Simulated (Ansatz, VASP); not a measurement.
## GaSb in two plane-wave programs

Aim: how closely do two programs agree when they are given the same cell, functional and k mesh? The cell is taken from a series of runs on this material, whose earlier steps may have relaxed, scaled, displaced or heated it; both programs get it as it stands.

Calculated with Ansatz 0.2.0; plane waves, with VASP 6.6.1 beside it; zone-centre phonons at LDA.

### Step 1. The structure

Symmetry: R3m, No. 160, trigonal system. The conventional cell has a = 4.192 Å, b = 4.192 Å, c = 10.581 Å, α = 90.00°, β = 90.00°, γ = 120.00°. Nearest to Ga lie 4 Sb at 2.59 to 2.61 Å. Sb has 4 Ga at 2.59 to 2.61 Å nearest. Farther neighbours are not listed.

As a file:

```
Ga Sb
1.0
     0.06035    3.02423    3.02423
     3.02423    0.06035    3.02423
     3.02423    3.02423    0.06035
Ga Sb
1 1
Direct
  0.99847 0.99847 0.99847
  0.75153 0.75153 0.75153
```

### Step 2. VASP: zone-centre phonons, LDA

Second derivatives magnify differences that forces hide, and they need a tight electronic threshold.

Lines of VASP's logs that name or quote its potential files are left out, and so is its time.

Contents of INCAR:

```
SYSTEM = GaSb
PREC = Accurate
ENCUT = 500
EDIFF = 1E-08
NELM = 120
ISMEAR = 1
SIGMA = 0.2
LREAL = .FALSE.
ALGO = Normal
GGA = CA
NBANDS = 15
LORBIT = 11
LWAVE = .FALSE.
LCHARG = .FALSE.
ISIF = 2
IBRION = 8
LASPH = .TRUE.
GGA_COMPAT = .FALSE.
EFERMI = MIDGAP
KPAR = 2
```

Contents of POSCAR:

```
GaSb
1.0
    0.0603476746      3.0242264885      3.0242264885
    3.0242264885      0.0603476746      3.0242264885
    3.0242264885      3.0242264885      0.0603476746
Ga Sb
1 1
Direct
    0.9984748474      0.9984748474      0.9984748474
    0.7515251526      0.7515251526      0.7515251526
```

Contents of KPOINTS:

```
Automatic mesh
0
Gamma
12 12 12
0 0 0
```

The projector-augmented-wave data sets are Ga_d and Sb (LDA family, release 64).

Started as:

```sh
$ mpirun -np 2 vasp_std
```

Numbers of over 12 decimals in the logs are rounded to 6 here.

Log:

```text
[banner, memory and clock lines left out]
running    2 mpi-ranks, on    1 nodes
 distrk:  each k-point on    1 cores,    2 groups
 distr:  one band on    1 cores,    1 groups

 POSCAR found type information on POSCAR GaSb
 POSCAR found :  2 types and       2 ions
 LDA part: xc-table for (Slater(with rela. corr.)+CA(PZ))
 , standard interpolation
 POSCAR, INCAR and KPOINTS ok, starting setup
 FFT: planning ... GRIDC
 FFT: planning ... GRID_SOFT
 FFT: planning ... GRID
 WAVECAR not read
 entering main loop
       N       E                     dE             d eps       ncg     rms          rms(c)
DAV:   1     0.820154439263E+02    0.82015E+02   -0.85408E+03  5710   0.146E+03
DAV:   2    -0.235900544779E+01   -0.84374E+02   -0.81474E+02  6671   0.307E+02
DAV:   3    -0.867526317226E+01   -0.63163E+01   -0.62939E+01  6839   0.684E+01
DAV:   4    -0.878854689331E+01   -0.11328E+00   -0.11325E+00  7019   0.103E+01
DAV:   5    -0.879126185293E+01   -0.27150E-02   -0.27149E-02  7384   0.141E+00    0.357E+00
DAV:   6    -0.869283201396E+01    0.98430E-01   -0.78731E-02  8390   0.462E+00    0.208E+00
DAV:   7    -0.865305752663E+01    0.39774E-01   -0.59420E-02  6573   0.196E+00    0.299E-01
DAV:   8    -0.865289617324E+01    0.16135E-03   -0.53077E-03  7163   0.893E-01    0.111E-01
DAV:   9    -0.865296123596E+01   -0.65063E-04   -0.37352E-04  6723   0.169E-01    0.413E-02
DAV:  10    -0.865295325979E+01    0.79762E-05   -0.20955E-05  7410   0.398E-02    0.134E-02
DAV:  11    -0.865295561260E+01   -0.23528E-05   -0.42951E-06  6587   0.186E-02    0.531E-03
DAV:  12    -0.865295558203E+01    0.30571E-07   -0.21798E-07  7294   0.343E-03    0.151E-03
DAV:  13    -0.865295558925E+01   -0.72191E-08   -0.24860E-08  6888   0.152E-03
   1 F= -.86529556E+01 E0= -.86530884E+01  d E =0.398543E-03
 Linear response reoptimize wavefunctions to high precision
DAV:   1    -0.865295558929E+01   -0.35470E-10   -0.11291E-09  5817   0.397E-04
DAV:   2    -0.865295558931E+01   -0.19554E-10   -0.17686E-10  4032   0.119E-04
 Linear response DOF=           2
 Linear response progress:
  Degree of freedom:   1/  2
       N       E                     dE             d eps       ncg     rms          rms(c)
RMM:   1    -0.168362775342E+00   -0.16836E+00    0.10529E-01 17763   0.864E+00
RMM:   2    -0.166685642709E+00    0.16771E-02   -0.27224E-02 26962   0.138E+00    0.414E-02
RMM:   3    -0.166890510520E+00   -0.20487E-03   -0.36346E-03 27829   0.451E-01    0.277E-02
RMM:   4    -0.166875381613E+00    0.15129E-04   -0.19602E-03 30516   0.218E-01    0.150E-02
RMM:   5    -0.166882081181E+00   -0.66996E-05   -0.77776E-05 29609   0.535E-02    0.490E-03
RMM:   6    -0.166885245788E+00   -0.31646E-05   -0.84529E-06 29573   0.214E-02    0.739E-04
RMM:   7    -0.166876078962E+00    0.91668E-05   -0.80069E-06 29032   0.959E-03    0.686E-04
RMM:   8    -0.166878146000E+00   -0.20670E-05   -0.79806E-07 29379   0.433E-03    0.217E-04
RMM:   9    -0.166879330344E+00   -0.11843E-05    0.25130E-07 29303   0.203E-03    0.868E-05
RMM:  10    -0.166879935358E+00   -0.60501E-06    0.13517E-07 29931   0.989E-04    0.329E-05
RMM:  11    -0.166880085602E+00   -0.15024E-06   -0.21383E-07 29867   0.486E-04    0.979E-06
RMM:  12    -0.166880135780E+00   -0.50178E-07   -0.93885E-08 29713   0.250E-04    0.855E-06
RMM:  13    -0.166880181952E+00   -0.46173E-07   -0.19663E-09 29735   0.136E-04    0.253E-06
RMM:  14    -0.166880193678E+00   -0.11726E-07    0.63922E-09 30104   0.773E-05    0.124E-06
RMM:  15    -0.166880202214E+00   -0.85359E-08   -0.52848E-09 28575   0.483E-05    0.794E-07
 first order change of Fermi-energy  -0.72690E+00
 force on displaced ion       1 direction 1 :  -9.079   0.121   0.121
 Linear response progress:
  Degree of freedom:   2/  2
       N       E                     dE             d eps       ncg     rms          rms(c)
RMM:   1    -0.295533223022E-01   -0.29553E-01   -0.25608E-03 28584   0.146E+00
RMM:   2    -0.264981757675E-01    0.30551E-02   -0.39514E-03 26203   0.421E-01    0.700E-02
RMM:   3    -0.264355709778E-01    0.62605E-04   -0.22950E-04 28881   0.112E-01    0.371E-02
RMM:   4    -0.264602231233E-01   -0.24652E-04   -0.37009E-05 29135   0.474E-02    0.479E-03
RMM:   5    -0.264671225490E-01   -0.68994E-05   -0.49498E-06 30076   0.165E-02    0.300E-03
RMM:   6    -0.264600033331E-01    0.71192E-05   -0.14568E-06 29370   0.549E-03    0.949E-04
RMM:   7    -0.264586200732E-01    0.13833E-05   -0.10462E-07 29167   0.170E-03    0.286E-04
RMM:   8    -0.264583528441E-01    0.26723E-06   -0.12070E-08 29497   0.640E-04    0.122E-04
RMM:   9    -0.264582703249E-01    0.82519E-07    0.51396E-09 29440   0.233E-04    0.301E-05
RMM:  10    -0.264582711103E-01   -0.78540E-09   -0.11589E-08 27677   0.100E-04    0.116E-05
 first order change of Fermi-energy   0.72726E+00
 force on displaced ion       2 direction 1 :  -9.062   0.117   0.117
 Linear response finished
```

OUTCAR, selected parts (step 2):

```text
ion  position               nearest neighbor table
   1  0.998  0.998  0.998-   2 2.59   2 2.59   2 2.59   2 2.61
   2  0.752  0.752  0.752-   1 2.59   1 2.59   1 2.59   1 2.61

  LATTYP: Found a trigonal (rhomboedric) cell.
 ALAT       =     4.2773278515
 COS(alpha) =     0.5198512468

 Subroutine GETGRP returns: Found  6 space group operations
 (whereof  6 operations were pure point group operations)

The static configuration has the point symmetry C_3v.

 Found    189 irreducible k-points:

   k-points           NKPTS =    189   k-points in BZ     NKDIM =    189   number of bands    NBANDS=     15

   dimension x,y,z NGX =    32 NGY =   32 NGZ =   32
   dimension x,y,z NGXF=    64 NGYF=   64 NGZF=   64

   ENCUT  =  500.0 eV  36.75 Ry    6.06 a.u.   7.80  7.80  7.80*2*pi/ulx,y,z

   NELECT =      18.0000    total number of electrons

 k-points in reciprocal lattice and weights: Automatic mesh
   0.00000000  0.00000000  0.00000000       0.001
   0.08333333  0.00000000 -0.00000000       0.003
   0.16666667  0.00000000 -0.00000000       0.003
   0.25000000  0.00000000  0.00000000       0.003
   0.33333333  0.00000000  0.00000000       0.003
   0.41666667  0.00000000  0.00000000       0.003
   0.50000000  0.00000000  0.00000000       0.002
   0.08333333  0.08333333 -0.00000000       0.003
   0.16666667  0.08333333 -0.00000000       0.007
[...]
-0.41666667  0.50000000  0.41666667       0.003
   0.50000000  0.50000000  0.50000000       0.001

 average (electrostatic) potential at core
       1 -66.3075       2 -88.0390

  Total        0.6927039      0.6927039      0.6927039     -0.3066435     -0.3066435     -0.3066435
  in kB       20.6814673     20.6814673     20.6814673     -9.1551925     -9.1551925     -9.1551925
  external PRESSURE =      20.6814673 kB  Pullay stress =       0.0000000 kB

  energy-cutoff  :      500.00
  volume of cell :       53.66
      direct lattice vectors                 reciprocal lattice vectors
     0.060347675  3.024226489  3.024226489    -0.170364389  0.167031322  0.167031322
     3.024226489  0.060347675  3.024226489     0.167031322 -0.170364389  0.167031322
     3.024226489  3.024226489  0.060347675     0.167031322  0.167031322 -0.170364389

 POSITION                                       TOTAL-FORCE (eV/Angst)
 -----------------------------------------------------------------------------------
      6.09948      6.09948      6.09948        -0.000926     -0.000926     -0.000926
      4.59092      4.59092      4.59092         0.000926      0.000926      0.000926
 -----------------------------------------------------------------------------------
    total drift:                               -0.000799     -0.000799     -0.000799

 Eigenvectors and eigenvalues of the dynamical matrix
 ----------------------------------------------------

   1 f  =    7.118524 THz    44.727004 2PiTHz  237.448394 cm-1    29.439836 meV
             X         Y         Z           dx          dy          dz
      6.099484  6.099484  6.099484    -0.178727    0.631802   -0.453075
      4.590917  4.590917  4.590917     0.135096   -0.477566    0.342470

   2 f  =    7.118524 THz    44.727004 2PiTHz  237.448394 cm-1    29.439836 meV
             X         Y         Z           dx          dy          dz
      6.099484  6.099484  6.099484    -0.626354    0.158395    0.467959
      4.590917  4.590917  4.590917     0.473448   -0.119728   -0.353721

   3 f  =    6.978434 THz    43.846793 2PiTHz  232.775499 cm-1    28.860471 meV
             X         Y         Z           dx          dy          dz
      6.099484  6.099484  6.099484     0.460460    0.460460    0.460460
      4.590917  4.590917  4.590917    -0.348296   -0.348296   -0.348296

   4 f/i=    0.001519 THz     0.009544 2PiTHz    0.050668 cm-1     0.006282 meV
             X         Y         Z           dx          dy          dz
      6.099484  6.099484  6.099484     0.348296    0.348296    0.348296
      4.590917  4.590917  4.590917     0.460460    0.460460    0.460460

   5 f/i=    0.003948 THz     0.024803 2PiTHz    0.131677 cm-1     0.016326 meV
             X         Y         Z           dx          dy          dz
      6.099484  6.099484  6.099484    -0.465833    0.370949    0.094885
      4.590917  4.590917  4.590917    -0.616279    0.490750    0.125529

   6 f/i=    0.003948 THz     0.024803 2PiTHz    0.131677 cm-1     0.016326 meV
             X         Y         Z           dx          dy          dz
      6.099484  6.099484  6.099484     0.159385    0.323731   -0.483116
      4.590917  4.590917  4.590917     0.210861    0.428283   -0.639144

 ELASTIC MODULI CONTR FROM IONIC RELAXATION (kBar)
 Direction    XX          YY          ZZ          XY          YZ          ZX
 --------------------------------------------------------------------------------
 XX          -1.6912     -1.4905     -1.4905      7.3380     14.7442      7.8900
 YY          -1.4905     -1.6912     -1.4905      7.8900      7.3380     14.7442
 ZZ          -1.4905     -1.4905     -1.6912     14.7442      7.8900      7.3380
 XY           7.3380      7.8900     14.7442   -233.7584     20.7445     20.7445
 YZ          14.7442      7.3380      7.8900     20.7445   -233.7584     20.7445
 ZX           7.8900     14.7442      7.3380     20.7445     20.7445   -233.7584
 --------------------------------------------------------------------------------
```

### Step 3. Ansatz: zone-centre phonons, LDA

Ansatz runs on its PAW soft_1 files.

The same cell, functional (in two slightly different forms), mesh and smearing now go to Ansatz, which takes its cutoff from its data sets.

Contents of input.yaml:

```yaml
crystal:
  lattice:
    - [0.0603476746, 3.0242264885, 3.0242264885]
    - [3.0242264885, 0.0603476746, 3.0242264885]
    - [3.0242264885, 3.0242264885, 0.0603476746]
  atoms:
    - { symbol: Ga, position: [-0.0015251526, -0.0015251526, -0.0015251526] }
    - { symbol: Sb, position: [0.7515251526, 0.7515251526, 0.7515251526] }
kpoints:
  mp_grid: { grid: [12, 12, 12] }
hamiltonian:
  xc: lda
  pseudopotentials: { kind: paw, azcp: { folder: soft_1 }, xc_functional: pbe }
scf:
  occupations: { method: methfessel_paxton, width: 0.2 }
output:
  eigenvalues: true
phonons:
  method: dfpt
```

Started as:

```sh
$ ansatz run input.yaml --threads 4 --pin off --max-ram 10240MiB --backend cpu --events-out ev --progress --plain --runs-dir out
```

Log:

```text
Engine: ansatz 0.2.0, x86_64-unknown-linux-gnu
Pseudopotentials: kind: paw
Pseudopotential: Ga, paw, valence charge 13, recommended cutoff 420 eV (normal), soft_1/Ga.paw.azcp
Pseudopotential: Sb, paw, valence charge 15, recommended cutoff 420 eV (normal), soft_1/Sb.paw.azcp
Functional definition: SPW92
  exchange = slater_x
  correlation = pw_c
Crystal: 2 atoms, lattice volume = 53.663 Å³
Basis set: ecut = 420 eV, 1031 PW (Γ), exchange–correlation on 60×60×60 points (8 copies of the dense FFT grid, shifted against one another)
Bands: 18, of which v1, the nominal top of the filled ones, is band 14 counted from 1 (13 counted from 0)
Symmetry: 6 space group operations
k-points: 476 of 1728 (irreducible under 2 space group operations, time reversal used)
Non-local potential: Ga, projectors of the file, l = 0: 2, l = 1: 2, l = 2: 3, l = 3: 1
Non-local potential: Sb, projectors of the file, l = 0: 2, l = 1: 2, l = 2: 2, l = 3: 1
PAW form: soft (Blöchl's): semilocal exchange-correlation on the pseudo side does not see the compensation charge
PAW frozen core: Ga, regenerated for the run's functional, and the local potential with it (the file was generated under x = pbe(κ = 0.804, μ = 0.219515), c = pbe(β = 0.066725))
PAW frozen core: Sb, regenerated for the run's functional, and the local potential with it (the file was generated under x = pbe(κ = 0.804, μ = 0.219515), c = pbe(β = 0.066725))
PAW one-centre angular grid: Ga, 590 points (default); XC on 64 Gauss nodes
PAW one-centre angular grid: Sb, 590 points (default); XC on 64 Gauss nodes
Initial density: superposition of atomic densities (chi_scale 0.1, normalization cell, long waves kept (reshape's long-wave potential 0.00 eV rms))
Initial wavefunctions: pseudopotential atomic-orbital guess
Functional: x = slater, c = lda
SCF iter   1: F=—  HF=-10043.236894 eV  |F-HF|=—  |Δ(HF+E_count)|=         —  Δρ=3.24e-2  dr2=4.72e-1  ethr=3.10e-3  ⟨swp⟩=5.6  Hψ=44089  notcnv=0
preconditioner: auto → none  [insulator: Δε(μ)=0.130 eV  Ē_g=15.094 eV  σ=0.200 eV  W_gap=0.52  n_scr=14 (ndim 8)  ℏωp=21.5 eV  f_vac=0.002  D(μ)=0.02/eV (n_scr^D=0)  ε∞_Penn≈3.0]
SCF iter   2: F=—  HF=-10043.116741 eV  |F-HF|=—  |Δ(HF+E_count)|=   1.20e-1  S|Δr|=    0.00e0  Δρ=1.44e-2  dr2=7.03e-2  ethr=1.69e-3  ⟨swp⟩=2.0  Hψ=14266  notcnv=0
SCF iter   3: F=—  HF=-10043.108744 eV  |F-HF|=—  |Δ(HF+E_count)|=   8.00e-3  S|Δr|=    0.00e0  Δρ=5.14e-3  dr2=1.21e-2  ethr=2.51e-4  ⟨swp⟩=2.0  Hψ=14629  notcnv=0
SCF iter   4: F=—  HF=-10043.103637 eV  |F-HF|=—  |Δ(HF+E_count)|=   5.11e-3  S|Δr|=    0.00e0  Δρ=9.71e-4  dr2=2.81e-4  ethr=4.34e-5  ⟨swp⟩=2.0  Hψ=12853  notcnv=0
SCF iter   5: F=—  HF=-10043.103556 eV  |F-HF|=—  |Δ(HF+E_count)|=   8.09e-5  S|Δr|=    0.00e0  Δρ=4.59e-4  dr2=3.62e-5  ethr=1.00e-6  ⟨swp⟩=2.0  Hψ=12855  notcnv=0
SCF iter   6: F=—  HF=-10043.103553 eV  |F-HF|=—  |Δ(HF+E_count)|=   2.36e-6  S|Δr|=    0.00e0  Δρ=2.25e-5  dr2=1.95e-7  ethr=1.29e-7  ⟨swp⟩=2.0  Hψ=13345  notcnv=0
SCF iter   7: F=—  HF=-10043.103554 eV  |F-HF|=—  |Δ(HF+E_count)|=   7.09e-7  S|Δr|=    0.00e0  Δρ=5.55e-6  dr2=1.28e-8  ethr=6.95e-10  ⟨swp⟩=2.0  Hψ=15245  notcnv=0
SCF iter   8: F=—  HF=-10043.103554 eV  |F-HF|=—  |Δ(HF+E_count)|=   3.79e-9  S|Δr|=    0.00e0  Δρ=1.69e-6  dr2=1.45e-9  ethr=4.59e-11  ⟨swp⟩=2.0  Hψ=15232  notcnv=0
SCF iter   9: F=—  HF=-10043.103554 eV  |F-HF|=—  |Δ(HF+E_count)|=  6.62e-10  S|Δr|=    0.00e0  Δρ=3.51e-7  dr2=4.06e-11  ethr=5.18e-12  ⟨swp⟩=2.0  Hψ=15233  notcnv=0
SCF iter  10: F=-10043.103554 eV  HF=-10043.103554 eV  |F-HF|=3.64e-12  |Δ(HF+E_count)|=  1.09e-11  S|Δr|=    0.00e0  Δρ=6.62e-8  dr2=1.23e-12  ethr=1.00e-12  ⟨swp⟩=6.0  Hψ=41446  notcnv=0
SCF 1 converged in 10 iterations: F = -10043.103554 eV  dr2 = 1.23e-12
  greatest PAW one-centre occupation: 0.996 electrons in one spin orbital (limit 2), on the Sb atom at site 1 (counted from 0), in its partial waves of l = 2
DFPT response loops at Γ: preconditioner auto → Kerker (q_TF=auto, 2.448 Å⁻¹) (partly filled bands, converged f_vac=0.060); β = 1.00, the filter's whole step (`scf.mixing.beta` (0.50) is not read by the response loops under this deck's `scf.mixing.preconditioner`; to damp them name `kerker` or `kerker_dos`, under which they read `scf.mixing.beta`, and type it under 1.00, their step now; both keys bind the ground state too); Broyden in place of MSR1
SCF converged after 10 iterations
Stability not checked: this state was not tested for a lower state beside it, because cold or Methfessel-Paxton smearing, or corrected tetrahedra, fill the levels in a way that the test cannot read (fill_not_monotonic; see scf.lower_state_search)
Free energy (F): -10043.103554 eV
Harris-Foulkes:  -10043.103554 eV  (|F-HF|=3.64e-12)
Internal energy: -10043.103931 eV  (E = F + TS)
E sigma→0 (E₀):  -10043.103648 eV
Entropy (-TS):   0.000377 eV (0.189 meV/atom)
Fermi energy:    8.533154 eV
Step filling:    the computed levels leave a gap of 0.1763 eV = 0.9 smearing widths at the electron count; against every level under it full and every level over it empty, smearing changes F+E_penalty+E_count by +0.159 meV and its σ→0 estimate by +0.065 meV
--- Per-component energies (eV) ---
  E_band       = -246.973791
  E_kinetic    = 278.693430
  E_local      = -3301.062443  (includes V_loc(G=0)·N_el)
  E_nonlocal   = 303.344249
  E_hartree    = 1695.946579
  E_xc         = -161.960989
  E_vxc        = -148.188838  (∫ρ·V_xc dr)
  E_paw        = -6311.881881  (= ΣΔE_a)
  E_vpaw       = -771.653260  (= ΣTr[D̂ρ^β])
  E_aug_tail   = -0.000080  (compensation charges beyond the density's cutoff)
  E_ewald      = -2548.470089
  E_core_change = 2.287292  (= ΣΔE_core)
  E_smearing   = 0.000377  (= −TS)
  E_closure    = 0.000000  (closes the sum)
  Σ components = -10043.103554   (vs F -10043.103554, Δ=0.00e0)
--- Band table (eV; the first three rows and the last of 476) ---
  k-point 0: bands = [... 10 lower, -3.6279, 8.1698, 8.4667, 8.4667, 8.6429, 11.0026, 11.2217, 11.2217]
  k-point 1: bands = [... 10 lower, -3.5494, 7.1379, 8.0852, 8.3199, 9.3687, 11.2033, 11.4089, 11.5150]
  k-point 2: bands = [... 10 lower, -3.3180, 5.6522, 7.7795, 7.9951, 9.3940, 11.5822, 11.8010, 12.5224]
  k-point 475: bands = [... 10 lower, -1.9613, 1.5895, 7.2684, 7.2684, 9.0919, 12.2556, 12.2556, 14.8299]
--- Phonons (Γ-DFPT): 2 representative perturbations + reference, on 476 of 1728 k-points (Σ response iterations 6) ---
  k mesh reduced under 2 symmetry operations, with k and −k counted as one. Each operation leaves every solved perturbation unchanged. A smaller set is not used because it would not reduce the number of displacements times k-points to solve
  ASR residual: 7.495e-5 → 0.000e0 eV/Å²; symmetrization residual: 2.127e-6 eV/Å²
  ASR residual per site (eV/Å²): 7.50e-5 2.50e-5
  Γ frequencies (cm⁻¹): 0.00 0.00 0.00 230.57 235.17 235.17
  non-analytic LO–TO correction: not included (Born effective charges unavailable; polar crystals: no LO–TO splitting at Γ)
```

### Step 4. Comparison

Known differences besides the potentials themselves: the two LDA forms differ slightly; the data sets hold 28 valence electrons in Ansatz (on its PAW soft_1 files) and 18 in VASP; the cutoff is 420 eV in Ansatz and 500 eV in VASP; VASP's log shows a relativistic correction to its local exchange, Ansatz's none. Total energies have different zeros and are not compared.

Both answers:

| quantity | Ansatz | VASP | difference |
| --- | --- | --- | --- |
| optical mode 1 (cm⁻¹) | 230.6 | 232.8 | -0.95 % |
| optical mode 2 to 3 (cm⁻¹) | 235.2 | 237.4 | -0.96 % |

Modes are paired by rising frequency, not by their patterns, so a pair may set unlike modes beside each other; they are those without the splitting of longitudinal modes.

### Step 5. Summary of results

* r.m.s. difference of the optical zone-centre modes, each program's sorted by frequency (zone-centre phonons, LDA): 2.3 cm⁻¹
* difference in optical mode 2 to 3 (zone-centre phonons, LDA): -1.0 %

What this shows: The r.m.s. difference of the optical zone-centre modes, each program's sorted by frequency is 2.3 cm⁻¹ (zone-centre phonons, LDA). The data sets hold unlike numbers of valence electrons (28 in Ansatz and 18 in VASP), so part of the differences comes from the potentials. Among the rows given in per cent, the largest difference of the zone-centre phonons, LDA pair is in optical mode 2 to 3, -1.0 %. Such differences can come from data sets, numerical settings and the points named under the comparisons, not from the functional's error against experiment.

[Lines on the potential files, build, host, timing and source positions are cut from VASP's logs without a mark.]

[Logs are printed without paths, hosts, clocks, repeated set-up lines and the standing remarks that a program may print on its own settings, such as how far it seeks lower states.]

[Hosts, paths, dates, database ids (printed as entryN), source tags and the programs' standing remarks are cut or masked in the printed files.]
